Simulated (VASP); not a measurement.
# Settings for BH₃: relaxation of the atoms

BH₃, molecule in box, 4 atoms in the cell. RPBE; PAW potentials B, H (PBE set). VASP 6.6.1.

Wanted: energy within 2 meV/atom; shortest distances from each atom, periodic images included within 0.005 Å.

What the run is for: geometry; Accuracy asked: standard.

POSCAR:
```
BH3
1.0
   11.0000000000      0.0000000000      0.0000000000
    0.0000000000     11.0000000000      0.0000000000
    0.0000000000      0.0000000000     11.0000000000
B H
1 3
Direct
    0.4865610000      0.5202960000      0.5161420000
    0.5760880000      0.5574630000      0.5620640000
    0.4591470000      0.4258170000      0.5088480000
    0.4242890000      0.5876680000      0.4542690000
```

## Plane-wave cutoff (eV)

| Plane-wave cutoff (eV) | Energy less reference (meV/atom) | Shortest distances from each atom, periodic images included, largest deviation (Å) | Time (s) |
|---|---|---|---|
| 290 | 21.3 | 0.0095 | 264 |
| 320 | 12.3 | 0.0053 | 260 |
| 370 | 5.9 | 0.0013 | 332 |
| 420 | 3.2 | 0.0007 | 469 |
| 510 (reference) | 0.0 | 0.0000 | 635 |
| 640 | ran out of time | ran out of time | 801 |

Chosen: 510; the next looser run is off by more than half of the tolerance, so convergence isn't shown beyond this value.

The chosen settings are those of the reference run.

## The input

INCAR:
```
SYSTEM = BH3
ALGO = Normal ; EDIFF = 1E-6
EDIFFG = -0.01 ; EFERMI = MIDGAP
ENCUT = 510 ; GGA = RP
GGA_COMPAT = .False. ; IBRION = 2
ISIF = 0 ; ISMEAR = 0
LASPH = .True. ; LCHARG = .False.
LREAL = .False. ; LWAVE = .False.
NELM = 120 ; NELMDL = -8
NELMIN = 4 ; NSW = 120
PREC = Accurate ; SIGMA = 0.03
```

KPOINTS:
```
k-points
0
Gamma
  1 1 1
```

Commands:
```
cat potpaw_PBE.64/B/POTCAR potpaw_PBE.64/H/POTCAR > POTCAR
mpirun -np 1 vasp_gam > vasp.out
```

The chosen input took VASP 6.6.1 635 s on 1 core (Intel Xeon Platinum 8259CL @ 2.50GHz (Skylake/Cascade Lake)), a shared host.

## An input that fails: ionic step far too long

It gives no converged result.

Changes against the starting input:
```
- NSW = 120
- NELM = 120
- IBRION = 2
+ NSW = 30
+ NELM = 83
+ IBRION = 1
+ POTIM = 2.0
```
